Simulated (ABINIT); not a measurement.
Write the native input for ABINIT 10.8.3 (patched build) that does the following.

```
Task                : equation of state
Functional          : LDA
Potentials or basis : JTH PAW LDA v2.0
Cutoff              : 272 eV
k mesh              : 12 × 12 × 12
Occupations         : fermi-dirac, width 0.05 eV
Spin                : no spin polarisation
Fine-grid cutoff    : 544.228 eV
```

W:

```xyz
1
Lattice="-1.5823 1.5823 1.5823 1.5823 -1.5823 1.5823 1.5823 1.5823 -1.5823" Properties=species:S:1:pos:R:3 pbc="T T T"
W     0.0000    0.0000    0.0000
```

The input as run:

run.abi

```
# Datasets: one volume each
ndtset 7
getwfk -1
scalecart1 3*0.9795861087
scalecart2 3*0.9864848297
scalecart3 3*0.9932883884
scalecart4 3*1.0000000000
scalecart5 3*1.0066227096
scalecart6 3*1.0131594038
scalecart7 3*1.0196128224

# Pseudopotentials
pp_dirpath "./"
pseudos "W.LDA_PW-JTH.xml"

# Structure
acell 5.1791760466 5.1791760466 5.1791760466
rprim
    -0.5773502692     0.5773502692     0.5773502692
     0.5773502692    -0.5773502692     0.5773502692
     0.5773502692     0.5773502692    -0.5773502692
ntypat 1
znucl 74
natom 1
typat 1
xred
     0.0000000000     0.0000000000     0.0000000000

# Plane-wave basis
ecut 272.113862 eV
pawecutdg 20.0

# k points
kptopt 1
ngkpt 12 12 12
nshiftk 1
shiftk 0.0 0.0 0.0

# Exchange and correlation
ixc 7

# Bands and occupations
nband 11
occopt 3
tsmear 0.00183747

# SCF cycle
nstep 100
tolvrs 1.0e-9

# Output
iomode 3
prtwf 1
prtden 0
prteig 0
prtebands 0
```

Potentials or basis: JTH PAW LDA v2.0.

The run is started by

```sh
$ abinit run.abi > log 2>&1
```

Results of the run:

The equilibrium volume is 15.40 Å³/atom. The bulk modulus is 338 GPa and the pressure derivative of the bulk modulus is 4.5 (rough: it moves with the points fitted).

Caveat: the cutoff is too short for stress, so the log's stress isn't used; pressures at fixed basis lie under the slope of the energies.

It took 19 s on 1 thread of Arm Neoverse V1, on a shared host, peak memory 0.11 GiB.
